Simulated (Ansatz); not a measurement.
**Structures of Al3N: which is lowest?**

Plane-wave DFT in Ansatz with scalar-relativistic PAW potentials, cutoff 420 eV, Γ-centred meshes chosen by cell and gap, Gaussian smearing with energies taken to zero width. Every cell was relaxed (cell and atoms) in a run of its own, within the symmetry of its start. Functional: PBE.

Relaxed structures (starts from databases or built by putting these elements on another compound's sites):
A. P1, 8 atoms in the computed cell, a = 4.862 Å, b = 5.341 Å, c = 5.356 Å, α = 60.9°, β = 81.8°, γ = 83.7°; sites (symmetry × multiplicity) Al 1 × 1 + 1 × 1 + 1 × 1 + 1 × 1 + 1 × 1 + 1 × 1, N 1 × 1 + 1 × 1; start: built
B. P6_3/mcm, 8 atoms in the computed cell, a = 4.874 Å, c = 5.228 Å; sites (symmetry × multiplicity) Al m2m × 6, N -3.m × 2; start: built

Rank them by energy. Could pressure change the order?

| structure | group | E − E(lowest) (meV/atom) | V (Å³/atom) | gap on mesh (eV) |
| --- | --- | --- | --- | --- |
| A | P1 | 0.0 | 15.02 | 0.00 |
| B | P6_3/mcm | 113 | 13.44 | 0.00 |

A is lowest, 113 meV/atom under B. B is denser by 1.57 Å³/atom, so pressure favours it: ΔE/ΔV, with ΔE in eV and 1 eV/Å³ = 160.2 GPa, gives about 11 GPa for equal enthalpy if both cells were rigid, a rough figure since the two compress differently. Other structures may lie lower than all of these, and vibrations aren't counted.

Spin polarisation was left out, and a magnetic state may lie lower.